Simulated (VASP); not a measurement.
All values below come from PBE GGA, VASP's PBE PAW potentials (set 64) (plane waves; VASP).

A VASP calculation is set up with these files.

**INCAR**
```
EDIFF = 1E-7
GGA = PE   # PBE
SIGMA = 0.05
LREAL = .FALSE.   # projection in real space or not
LASPH = .TRUE.   # aspherical one-centre terms
ENCUT = 480   # plane-wave cut-off (eV)
ISIF = 2
LCHARG = .FALSE.
PREC = Accurate
NELM = 100
ISMEAR = 0   # Gaussian
LWAVE = .FALSE.
ALGO = Normal
LMAXMIX = 4   # l cut-off of mixed one-centre charges
SYSTEM = CsI
```

File POSCAR:
```
CsI
1
    4.6687845996     0.0000000000     0.0000000000
    0.0000000000     4.6687845996     0.0000000000
    0.0000000000     0.0000000000     4.6687845996
Cs I
1 1
Direct
  0.0000000000   0.0000000000   0.0000000000
  0.5000000000   0.5000000000   0.5000000000
```

### KPOINTS
```
K-points
0
G
  6 6 6
0 0 0
```

POTCAR, in this order: Cs_sv I (PBE.64 set). Program: vasp_std.

The run wrote:

**OSZICAR**
```
       N       E                     dE             d eps       ncg     rms          rms(c)
DAV:   1     0.911547961607E+02    0.91155E+02   -0.59807E+03   480   0.103E+03
DAV:   2     0.226162400917E+01   -0.88893E+02   -0.82070E+02   716   0.164E+02
DAV:   3    -0.548040695290E+01   -0.77420E+01   -0.77166E+01   592   0.560E+01
DAV:   4    -0.559562216029E+01   -0.11522E+00   -0.11520E+00   560   0.831E+00
DAV:   5    -0.559725916636E+01   -0.16370E-02   -0.16369E-02   612   0.102E+00    0.156E+00
DAV:   6    -0.546655728264E+01    0.13070E+00   -0.17463E-01   532   0.193E+00    0.118E+00
DAV:   7    -0.543863646852E+01    0.27921E-01   -0.15234E-01   552   0.184E+00    0.608E-01
DAV:   8    -0.544239294487E+01   -0.37565E-02   -0.11012E-02   544   0.673E-01    0.715E-02
DAV:   9    -0.544279355861E+01   -0.40061E-03   -0.14063E-03   556   0.230E-01    0.799E-02
DAV:  10    -0.544287513061E+01   -0.81572E-04   -0.12606E-04   556   0.833E-02    0.153E-02
DAV:  11    -0.544286911839E+01    0.60122E-05   -0.45166E-05   568   0.319E-02    0.545E-03
DAV:  12    -0.544286995554E+01   -0.83714E-06   -0.42260E-06   572   0.146E-02    0.252E-03
DAV:  13    -0.544287002884E+01   -0.73297E-07   -0.19309E-07   560   0.281E-03
   1 F= -.54428700E+01 E0= -.54428700E+01  d E =-.937879E-16
```

OUTCAR:
```
------------------------ aborting loop because EDIFF is reached ----------------------------------------
  FORCE on cell =-STRESS in cart. coord.  units (eV):
  Direction    XX          YY          ZZ          XY          YZ          ZX
  --------------------------------------------------------------------------------------
  Total        0.0054894      0.0054894      0.0054894      0.0000000     -0.0000000     -0.0000000
  in kB        0.0864221      0.0864221      0.0864221      0.0000000     -0.0000000     -0.0000000
  external PRESSURE =       0.0864221 kB  Pullay stress =       0.0000000 kB
  volume of cell :      101.77
      direct lattice vectors                 reciprocal lattice vectors
     4.668784600  0.000000000  0.000000000     0.214188506  0.000000000  0.000000000
     0.000000000  4.668784600  0.000000000     0.000000000  0.214188506  0.000000000
     0.000000000  0.000000000  4.668784600     0.000000000  0.000000000  0.214188506
 POSITION                                       TOTAL-FORCE (eV/Angst)
 -----------------------------------------------------------------------------------
      0.00000      0.00000      0.00000         0.000000      0.000000      0.000000
      2.33439      2.33439      2.33439         0.000000      0.000000      0.000000
 -----------------------------------------------------------------------------------
    total drift:                               -0.000000      0.000000      0.000000
  FREE ENERGIE OF THE ION-ELECTRON SYSTEM (eV)
  ---------------------------------------------------
  free  energy   TOTEN  =        -5.4428700288 eV

  energy  without entropy=       -5.4428700288  energy(sigma->0) =       -5.44287003
```
(Selected blocks of OUTCAR.)

The compound is CsI in the CsCl type structure. It was relaxed first, which changed the volume by +7 %.
